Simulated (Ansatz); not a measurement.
# InP (F-43m) in Ansatz: further runs

Aim: see how the results for InP move with the level of theory and the settings. Levels: PBE+D3(BJ), BLYP, r2SCAN+D3(BJ), PBE. Tasks: relaxation of cell and atoms, single point.

Everything below comes from runs of Ansatz 0.2.0. Logs are shortened: lines on timing, memory, paths and dates and some standing lists are left out, and cuts for length are marked.

**What was measured.**

A printed reference work, data compilation reports, for a bulk crystal of InP at 1.6 K: band gap 1.4236 eV (direct).

The runs below are set against these values where they give the same quantity.

### 1 The structure

Symmetry: F-43m, No. 216, cubic system. Conventional cell: a = 5.861 Å, b = 5.861 Å, c = 5.861 Å, α = 90.00°, β = 90.00°, γ = 90.00°. In (site symmetry -43m) has 4 P at 2.54 Å as nearest neighbours. P (site symmetry -43m) is surrounded by 4 In at 2.54 Å.

### 2 Relaxation of cell and atoms, PBE+D3(BJ)

input.yaml reads:

```yaml
crystal:
  lattice:
    - [0.0, 2.9305, 2.9305]
    - [2.9305, 0.0, 2.9305]
    - [2.9305, 2.9305, 0.0]
  atoms:
    - { symbol: In, position: [0.0, 0.0, 0.0] }
    - { symbol: P, position: [0.75, 0.75, 0.75] }
hamiltonian:
  xc: pbe
  pseudopotentials: { kind: paw }
  dispersion: d3bj
kpoints:
  mp_grid: { grid: [8, 8, 8] }
scf:
  occupations: { method: fermi_dirac, width: 0.05 }
output:
  forces: true
  stress: true
relax:
  f_tol: 0.01
  max_steps: 40
  cell: { stress_tol: 0.05 }
```

Potentials or basis: Ansatz PAW.

Command:

```sh
$ ansatz run input.yaml --threads 2 --pin off --max-ram 5120MiB --backend cpu --events-out ev --progress --plain --runs-dir out
```

What it wrote:

```text
Warning: RAYON_NUM_THREADS=2 ignored (pool sized by the plan → 2); use --threads N
Engine: ansatz 0.2.0, x86_64-unknown-linux-gnu
Pseudopotentials: kind: paw
Pseudopotential: In, paw, valence charge 13, recommended cutoff 420 eV (normal), In.paw.azcp
Pseudopotential: P, paw, valence charge 5, recommended cutoff 420 eV (normal), P.paw.azcp
Functional definition: PBE
  parameter kappa = 0.804
  parameter beta = 0.06672455060314922
  exchange = pbe_x(kappa = kappa, mu = beta*pi^2/3)
  correlation = pbe_c(beta = beta)
Crystal: 2 atoms, lattice volume = 50.333 Å³
Basis set: ecut = 420 eV, 941 PW (Γ), exchange–correlation on 60×60×60 points (8 copies of the dense FFT grid, shifted against one another)
Bands: 13, of which v1, the nominal top of the filled ones, is band 9 counted from 1 (8 counted from 0)
Symmetry: 24 space group operations
Space group: F-43m (ITA 216), of the structure as read, at distance tolerance 3.7e-5 Å
k-points: 29 of 512 (time reversal used)
Non-local potential: In, projectors of the file, l = 0: 2, l = 1: 2, l = 2: 2, l = 3: 2
Non-local potential: P, projectors of the file, l = 0: 2, l = 1: 2, l = 2: 2
PAW form: soft (Blöchl's): semilocal exchange-correlation on the pseudo side does not see the compensation charge
PAW one-centre angular grid: In, 590 points (default); XC on 64 Gauss nodes
PAW one-centre angular grid: P, 110 points (default); XC on 64 Gauss nodes
Initial density: superposition of atomic densities (neutral atoms: chi_scale 0, normalization atom), corrected by the library's trained network
Initial wavefunctions: pseudopotential atomic-orbital guess
Functional: x = pbe(κ = 0.804, μ = 0.2195149727645171), c = pbe(β = 0.06672455060314922)
SCF iter   1: F=—  HF=-6354.610754 eV  |F-HF|=—  |Δ(HF+E_count)|=         —  Δρ=1.96e-3  dr2=4.08e-3  ethr=1.77e-3  ⟨swp⟩=6.3  Hψ=2532  notcnv=0
preconditioner: auto → none  [insulator: Δε(μ)=0.702 eV  Ē_g=14.748 eV  σ=0.050 eV  W_gap=1.00  n_scr=14 (ndim 8)  ℏωp=22.2 eV  f_vac=0.021  D(μ)=0.00/eV (n_scr^D=0)  ε∞_Penn≈3.3]
SCF iter   2: F=—  HF=-6354.608663 eV  |F-HF|=—  |Δ(HF+E_count)|=   2.09e-3  Δρ=1.21e-3  dr2=7.30e-4  ethr=2.26e-5  ⟨swp⟩=2.0  Hψ=951  notcnv=0
SCF iter   3: F=—  HF=-6354.608459 eV  |F-HF|=—  |Δ(HF+E_count)|=   2.04e-4  Δρ=3.63e-4  dr2=6.63e-5  ethr=4.06e-6  ⟨swp⟩=2.0  Hψ=633  notcnv=0
SCF iter   4: F=—  HF=-6354.608502 eV  |F-HF|=—  |Δ(HF+E_count)|=   4.34e-5  Δρ=1.20e-4  dr2=5.58e-6  ethr=3.68e-7  ⟨swp⟩=2.0  Hψ=645  notcnv=0
SCF iter   5: F=—  HF=-6354.608504 eV  |F-HF|=—  |Δ(HF+E_count)|=   1.73e-6  Δρ=6.49e-5  dr2=1.99e-6  ethr=3.10e-8  ⟨swp⟩=2.0  Hψ=645  notcnv=0
SCF iter   6: F=-6354.608504 eV  HF=-6354.608504 eV  |F-HF|=3.18e-8  |Δ(HF+E_count)|=   4.29e-7  Δρ=1.17e-5  dr2=6.09e-8  ethr=5.56e-10  ⟨swp⟩=4.0  Hψ=1602  notcnv=0
SCF 1 converged in 6 iterations: F = -6354.608504 eV  dr2 = 6.09e-8
relax step   1: F+E_penalty+E_count = -6354.60850351 eV  Δ(F+E_penalty+E_count) = +0.000e0 eV  max|allowed force component| = 2.498e-16 eV/Å  Δτ_max = 0.0000 Å  P = +1.124 GPa  Ω = 50.333 Å³  (6 SCF iters, dr2 threshold 1.00e-7 eV, accepted)
Crystal: 2 atoms, lattice volume = 51.289 Å³
Basis set: ecut = 420 eV, 965 PW (Γ), exchange–correlation on 60×60×60 points (8 copies of the dense FFT grid, shifted against one another)
Initial density: handed on by an earlier stage of this run
Initial wavefunctions: those handed on with the density
iter 1 solved again at ethr=3.70e-6 eV; its pass at ethr=3.10e-3 eV (dr2=6.65e-4 eV) is discarded
SCF iter   1: F=—  HF=-6354.611276 eV  |F-HF|=—  |Δ(HF+E_count)|=         —  Δρ=8.45e-4  dr2=6.99e-4  ethr=3.70e-6  ⟨swp⟩=2.6  Hψ=2784  notcnv=0
preconditioner: auto → none  [insulator: Δε(μ)=0.607 eV  Ē_g=14.662 eV  σ=0.050 eV  W_gap=0.99  n_scr=14 (ndim 8)  ℏωp=22.0 eV  f_vac=0.019  D(μ)=0.00/eV (n_scr^D=0)  ε∞_Penn≈3.3]
SCF iter   2: F=—  HF=-6354.611113 eV  |F-HF|=—  |Δ(HF+E_count)|=   1.63e-4  Δρ=3.03e-4  dr2=4.83e-5  ethr=3.70e-6  ⟨swp⟩=2.0  Hψ=488  notcnv=0
SCF iter   3: F=—  HF=-6354.611121 eV  |F-HF|=—  |Δ(HF+E_count)|=   8.46e-6  Δρ=1.33e-4  dr2=8.77e-6  ethr=2.68e-7  ⟨swp⟩=2.9  Hψ=663  notcnv=0
SCF iter   4: F=—  HF=-6354.611126 eV  |F-HF|=—  |Δ(HF+E_count)|=   4.91e-6  Δρ=6.68e-5  dr2=2.33e-6  ethr=4.87e-8  ⟨swp⟩=2.9  Hψ=656  notcnv=0
SCF iter   5: F=-6354.611127 eV  HF=-6354.611127 eV  |F-HF|=7.34e-8  |Δ(HF+E_count)|=   7.16e-7  Δρ=1.37e-5  dr2=1.09e-7  ethr=1.11e-9  ⟨swp⟩=3.9  Hψ=1580  notcnv=0
SCF 2 converged in 5 iterations: F = -6354.611127 eV  dr2 = 1.09e-7
relax step   2: F+E_penalty+E_count = -6354.61112678 eV  Δ(F+E_penalty+E_count) = -2.623e-3 eV  max|allowed force component| = 3.701e-17 eV/Å  Δτ_max = 0.0000 Å  P = -0.146 GPa  Ω = 51.289 Å³  energy of the carried Pulay correction = -2.292e-4 eV  (5 SCF iters, dr2 threshold 2.00e-7 eV, accepted)
Crystal: 2 atoms, lattice volume = 51.178 Å³
iter 1 solved again at ethr=4.31e-8 eV; its pass at ethr=3.10e-3 eV (dr2=7.77e-6 eV) is discarded
SCF iter   1: F=—  HF=-6354.611206 eV  |F-HF|=—  |Δ(HF+E_count)|=         —  Δρ=8.94e-5  dr2=8.00e-6  ethr=4.31e-8  ⟨swp⟩=3.0  Hψ=2676  notcnv=0
preconditioner: auto → none  [insulator: Δε(μ)=0.625 eV  Ē_g=14.665 eV  σ=0.050 eV  W_gap=1.00  n_scr=14 (ndim 8)  ℏωp=22.0 eV  f_vac=0.016  D(μ)=0.00/eV (n_scr^D=0)  ε∞_Penn≈3.3]
SCF iter   2: F=—  HF=-6354.611205 eV  |F-HF|=—  |Δ(HF+E_count)|=   9.80e-7  Δρ=3.01e-5  dr2=5.00e-7  ethr=4.31e-8  ⟨swp⟩=2.0  Hψ=487  notcnv=0
SCF iter   3: F=—  HF=-6354.611205 eV  |F-HF|=—  |Δ(HF+E_count)|=   6.51e-8  Δρ=1.26e-5  dr2=7.45e-8  ethr=2.95e-10  ⟨swp⟩=5.9  Hψ=1409  notcnv=0
SCF iter   4: F=-6354.611205 eV  HF=-6354.611205 eV  |F-HF|=4.74e-10  |Δ(HF+E_count)|=   2.16e-8  Δρ=4.55e-6  dr2=9.48e-9  ethr=2.95e-10  ⟨swp⟩=4.8  Hψ=1161  notcnv=0
SCF 3 converged in 4 iterations: F = -6354.611205 eV  dr2 = 9.48e-9
relax step   3: F+E_penalty+E_count = -6354.61120539 eV  Δ(F+E_penalty+E_count) = -7.861e-5 eV  max|allowed force component| = 7.401e-17 eV/Å  Δτ_max = 0.0000 Å  P = -0.004 GPa  Ω = 51.178 Å³  energy of the carried Pulay correction = -2.027e-4 eV  (4 SCF iters, dr2 threshold 5.30e-8 eV, accepted)
Initial wavefunctions: pseudopotential atomic-orbital guess (no wavefunctions were taken with the density)
iter 1 solved again at ethr=1.30e-6 eV; its pass at ethr=3.10e-3 eV (dr2=2.35e-4 eV) is discarded
SCF iter   1: F=—  HF=-6354.611413 eV  |F-HF|=—  |Δ(HF+E_count)|=         —  Δρ=2.77e-5  dr2=7.29e-8  ethr=1.30e-6  ⟨swp⟩=3.3  Hψ=3478  notcnv=0
eigensolver tolerance schedule: the retry pair's looser diagonalisation over-reported the residual by 3216.99 of it (diagonalisation noise at an unbounded share of the residual, at the tolerance the schedule requests for it); recorded, not acted on — ethr = c·dr2/N_el stays at c = 1.0e-1
preconditioner: auto → none  [insulator: Δε(μ)=0.624 eV  Ē_g=14.666 eV  σ=0.050 eV  W_gap=1.00  n_scr=14 (ndim 8)  ℏωp=22.0 eV  f_vac=0.016  D(μ)=0.00/eV (n_scr^D=0)  ε∞_Penn≈3.3]
SCF iter   2: F=—  HF=-6354.611413 eV  |F-HF|=—  |Δ(HF+E_count)|=   9.35e-8  Δρ=1.20e-5  dr2=1.91e-8  ethr=4.05e-10  ⟨swp⟩=3.3  Hψ=872  notcnv=0
SCF iter   3: F=—  HF=-6354.611413 eV  |F-HF|=—  |Δ(HF+E_count)|=   1.57e-7  Δρ=4.61e-6  dr2=2.34e-9  ethr=1.06e-10  ⟨swp⟩=2.2  Hψ=650  notcnv=0
SCF iter   4: F=—  HF=-6354.611413 eV  |F-HF|=—  |Δ(HF+E_count)|=   2.44e-8  Δρ=8.06e-7  dr2=1.72e-10  ethr=1.30e-11  ⟨swp⟩=2.0  Hψ=652  notcnv=0
SCF iter   5: F=-6354.611413 eV  HF=-6354.611413 eV  |F-HF|=4.64e-11  |Δ(HF+E_count)|=  4.76e-10  Δρ=2.40e-7  dr2=1.07e-11  ethr=1.00e-12  ⟨swp⟩=5.1  Hψ=1862  notcnv=0
SCF 4 converged in 5 iterations: F = -6354.611413 eV  dr2 = 1.07e-11
relax step   4: F+E_penalty+E_count = -6354.61141276 eV  Δ(F+E_penalty+E_count) = -2.074e-4 eV  max|allowed force component| = 4.857e-17 eV/Å  Δτ_max = 0.0000 Å  P = -0.004 GPa  Ω = 51.178 Å³  stress off target by 3.65e-3 GPa  SCF on the basis re-selected at this cell (its energy is not comparable with the rows above)  (5 SCF iters)
basis re-selected at this cell: Δ(F+E_penalty+E_count) = -2.074e-4 eV, ΔP = +0.000 GPa vs the last step (what re-selecting the basis moved, of the pressure what is left beyond the Pulay correction that the steps carried, after the strain that the cell walked since its last selection, with what the two solves' SCF thresholds leave and, on support functions, any second-order correction that the steps lacked; it is no measure of the basis error at this ecutwfc). This SCF's stress stands 3.65e-3 GPa from its target on what of the cell is left free (relax.cell.stress_tol is 5.00e-2 GPa) and its largest allowed force component is 4.86e-17 eV/Å (relax.f_tol is 1.00e-2 eV/Å): within both
SCF converged after 5 iterations
Free energy (F): -6354.611413 eV
Harris-Foulkes:  -6354.611413 eV  (|F-HF|=4.64e-11)
Internal energy: -6354.611402 eV  (E = F + TS)
E sigma→0 (E₀):  -6354.611407 eV
Entropy (-TS):   -0.000011 eV (-0.005 meV/atom)
Fermi energy:    7.130759 eV
--- Per-component energies (eV) ---
  E_band       = -55.154616
  E_kinetic    = 313.245414
  E_local      = -1408.286597  (includes V_loc(G=0)·N_el)
  E_nonlocal   = 401.424562
  E_hartree    = 555.236310
  E_xc         = -276.463557
  E_vxc        = -159.686987  (∫ρ·V_xc dr)
  E_paw        = -4725.194753  (= ΣΔE_a)
  E_vpaw       = -312.323739  (= ΣTr[D̂ρ^β])
  E_aug_tail   = 0.000029  (compensation charges beyond the density's cutoff)
  E_ewald      = -1213.956786
  E_disp       = -0.616025  (pairwise vdW)
  E_smearing   = -0.000011  (= −TS)
  E_closure    = -0.000000  (closes the sum)
  Σ components = -6354.611413   (vs F -6354.611413, Δ=0.00e0)
--- Forces (eV/Å), atoms counted from 1 ---
  atom   1  In    -0.00000000     0.00000000     0.00000000
  atom   2  P      0.00000000     0.00000000    -0.00000000
  max |Σ_I F_I| component: 3.24e-17 eV/Å
--- Stress (GPa, compression-positive) ---
       -0.003652      -0.000000      -0.000000
        0.000000      -0.003652       0.000000
       -0.000000       0.000000      -0.003652
  P = ⅓ Tr σ = -0.0037 GPa (-0.037 kbar)
--- Relaxed structure (3 steps of the walk, 3 accepted, 1 SCFs on fresh bases) ---
  F+E_penalty+E_count = -6354.61141276 eV   max|allowed force component| = 4.857e-17 eV/Å   (the final SCF, on the basis selected at the relaxed cell)
  cell:  # Å, volume = 51.1777 Å³
    - [-1.7324264911845008e-33, 2.94679816847925, 2.94679816847925]
    - [2.94679816847925, 9.095239078718628e-33, 2.94679816847925]
    - [2.94679816847925, 2.94679816847925, 7.158997706218304e-33]
  atoms:
    - { symbol: In, position: [9.173442122642948e-34, -1.1583182142919306e-33, -1.0323545314138482e-33] }
    - { symbol: P, position: [0.75, 0.75, 0.75] }
```

Wall time 2.8 s (2 threads of AMD EPYC 7B13 (Zen 3), shared host); peak memory 0.39 GiB.

Results:

* Free energy: -6354.6114 eV
* Relaxed volume: 25.59 Å³/atom
* Relaxed cell: a = 4.167 Å, b = 4.167 Å, c = 4.167 Å, α = 60.00°, β = 60.00°, γ = 60.00°
* Space group after relaxing (to 0.05 Å): F-43m (No. 216)
* Energy gained by relaxing: 1.5 meV/atom
* Ionic steps: 4
* Pressure after relaxing: 0.0 GPa
* Band gap on the k mesh: 0.62 eV

Step by step:
```
step  energy change (eV)  largest force (eV/Å)  volume (Å³)
   1              0.0000                0.0000        50.33
   2             -0.0026                0.0000        51.29
   3             -0.0027                0.0000        51.18
   4             -0.0029                0.0000        51.18
```

Final structure:
```
CELL_PARAMETERS angstrom
0.00000 2.94680 2.94680
2.94680 0.00000 2.94680
2.94680 2.94680 0.00000
ATOMIC_POSITIONS crystal
In 0.00000 0.00000 0.00000
P 0.75000 0.75000 0.75000
```

Caveat: the plane-wave basis is chosen anew once the cell has moved, so the energies of steps on either side of that aren't comparable; spin-orbit coupling is left out, which moves the levels of the heavy elements.

### 3 Relaxation of cell and atoms, BLYP

input.yaml: that of step 2 with these lines changed.

```diff
@@ -9,5 +9,4 @@
 hamiltonian:
-  xc: pbe
+  xc: blyp
   pseudopotentials: { kind: paw }
-  dispersion: d3bj
 kpoints:
```

Potentials or basis: Ansatz PAW.

Command:

```sh
$ ansatz run input.yaml --threads 2 --pin off --max-ram 5120MiB --backend cpu --events-out ev --progress --plain --runs-dir out
```

It took 3.7 s on 2 threads of AMD EPYC 7B13 (Zen 3), shared host; peak memory 0.4 GiB.

The run converged. Its results:

| Quantity | Value |
| --- | --- |
| Free energy | -6374.1239 eV |
| Relaxed volume | 28.02 Å³/atom |
| Relaxed cell | a = 4.296 Å, b = 4.296 Å, c = 4.296 Å, α = 60.00°, β = 60.00°, γ = 60.00° |
| Space group after relaxing (to 0.05 Å) | F-43m (No. 216) |
| Energy gained by relaxing | 53.7 meV/atom |
| Ionic steps | 4 |
| Pressure after relaxing | 0.0 GPa |

The path:
| step | energy change (eV) | largest force (eV/Å) | volume (Å³) |
| --- | --- | --- | --- |
| 1 | 0.0000 | 0.0000 | 50.33 |
| 2 | -0.1059 | 0.0000 | 56.26 |
| 3 | -0.1062 | 0.0000 | 56.05 |
| 4 | -0.1074 | 0.0000 | 56.05 |

Final structure:
```xyz
2
Lattice="0.0000 3.0374 3.0374 3.0374 0.0000 3.0374 3.0374 3.0374 0.0000" Properties=species:S:1:pos:R:3 pbc="T T T"
In    0.0000    0.0000    0.0000
P     4.5561    4.5561    4.5561
```

Caveat: the plane-wave basis is chosen anew once the cell has moved, so the energies of steps on either side of that aren't comparable; the volume moved by +11 % from the deposited cell, more than functionals usually miss; the PAW data sets come from PBE, with cores solved anew for the run's functional, which leaves a small shift of forces and pressure.

### 4 Relaxation of cell and atoms, r2SCAN+D3(BJ)

input.yaml: that of step 3 with these lines changed.

```diff
@@ -9,4 +9,5 @@
 hamiltonian:
-  xc: blyp
+  xc: r2scan
   pseudopotentials: { kind: paw }
+  dispersion: d3bj
 kpoints:
```

Command:

```sh
$ ansatz run input.yaml --threads 2 --pin off --max-ram 5120MiB --backend cpu --events-out ev --progress --plain --runs-dir out
```

Wall time 6.9 s (2 threads of AMD EPYC 7B13 (Zen 3), shared host); peak memory 0.54 GiB.

The run converged. Its results:

```
Free energy                            : -6372.0340 eV
Relaxed volume                         : 25.42 Å³/atom
Relaxed cell                           : a = 4.158 Å, b = 4.158 Å, c = 4.158 Å, α = 60.00°, β = 60.00°, γ = 60.00°
Space group after relaxing (to 0.05 Å) : F-43m (No. 216)
Energy gained by relaxing              : 0.6 meV/atom
Ionic steps                            : 4
Pressure after relaxing                : 0.0 GPa
Band gap on the k mesh                 : 1.11 eV
```

The path:
```tsv
step	energy change (eV)	largest force (eV/Å)	volume (Å³)
1	0.0000	0.0000	50.33
2	-0.0010	0.0000	50.94
3	-0.0011	0.0000	50.84
4	-0.0011	0.0000	50.84
```

Final structure:
```
In P
1.0
     0.00000    2.94021    2.94021
     2.94021    0.00000    2.94021
     2.94021    2.94021    0.00000
In P
1 1
Direct
  0.00000 0.00000 0.00000
  0.75000 0.75000 0.75000
```

Caveat: the plane-wave basis is chosen anew once the cell has moved, so the energies of steps on either side of that aren't comparable; spin-orbit coupling is left out, which moves the levels of the heavy elements; the PAW data sets come from PBE, with cores solved anew for the run's functional, which leaves a small shift of forces and pressure; the dispersion damping was fitted for another functional or another form of the correction.

### 5 Single point, PBE

input.yaml: that of step 4 with these lines changed.

```diff
@@ -9,5 +9,4 @@
 hamiltonian:
-  xc: r2scan
+  xc: pbe
   pseudopotentials: { kind: paw }
-  dispersion: d3bj
 kpoints:
@@ -16,2 +15,4 @@
   occupations: { method: fermi_dirac, width: 0.05 }
+basis:
+  ecutwfc: "250 eV"
 output:
@@ -19,5 +20,2 @@
   stress: true
-relax:
-  f_tol: 0.01
-  max_steps: 40
-  cell: { stress_tol: 0.05 }
+  eigenvalues: true
```

Command:

```sh
$ ansatz run input.yaml --threads 2 --pin off --max-ram 5120MiB --backend cpu --events-out ev --progress --plain --runs-dir out
```

Wall time 0.67 s (2 threads of AMD EPYC 7B13 (Zen 3), shared host); peak memory 0.35 GiB.

Results (log left out):

- Free energy: -6352.8529 eV
- Pressure: 3.4 GPa
- Band gap on the k mesh: 0.77 eV, direct

Levels at points of the mesh, in eV from the valence-band top:
| k point | band 7 | band 8 | band 9 | band 10 | band 11 | band 12 |
| --- | --- | --- | --- | --- | --- | --- |
| (0.00, 0.00, 0.00) | 0.00 | 0.00 | 0.00 | 0.77 | 4.16 | 4.16 |
| (0.00, 0.00, -0.50) | -5.72 | -0.96 | -0.96 | 1.53 | 4.83 | 4.83 |
| (0.00, -0.50, -0.50) | -5.76 | -2.30 | -2.30 | 1.79 | 2.26 | 9.21 |

Caveat: the pressure holds a Pulay correction of +25.9 GPa for the finite cutoff; spin-orbit coupling is left out, which moves the levels of the heavy elements; the cutoff lies under the one recommended for these potentials.

### 6 Overview

```tsv
task	level	cell	cutoff (eV)	gap on the mesh (eV)	pressure (GPa)	relaxed volume (Å³/atom)
relaxation of cell and atoms	PBE+D3(BJ)	relaxed	420	0.62	0.0	25.59
relaxation of cell and atoms	BLYP	relaxed	420	-	0.0	28.02
relaxation of cell and atoms	r2SCAN+D3(BJ)	relaxed	500	1.11	0.0	25.42
single point	PBE	as given	250	0.77	3.4	-
```

Alike in all rows: potentials or basis Ansatz PAW; no spin polarisation; k mesh 8 × 8 × 8; smearing fermi-dirac 0.05 eV.

Caveats: the plane-wave basis is chosen anew once the cell has moved, so the energies of steps on either side of that aren't comparable (some runs); spin-orbit coupling is left out, which moves the levels of the heavy elements (some runs); the PAW data sets come from PBE, with cores solved anew for the run's functional, which leaves a small shift of forces and pressure (some runs); the volume moved by +11 % from the deposited cell, more than functionals usually miss (some runs); the dispersion damping was fitted for another functional or another form of the correction (some runs); the pressure holds a Pulay correction of +25.9 GPa for the finite cutoff (some runs); the cutoff lies under the one recommended for these potentials (some runs).

Total energies depend on the potentials used, so only differences within one code and one set of settings carry meaning.

### 7 Comparison with measurements

Step 5. Measured gap of InP: 1.4236 eV (direct; 1.6 K; a printed reference work, data compilation). This calculation gives 0.77 eV (-0.65 eV). Spin-orbit coupling on In is left out. The value is that of PBE, without temperature or zero-point motion. Semilocal functionals fall short of measured gaps as a rule.
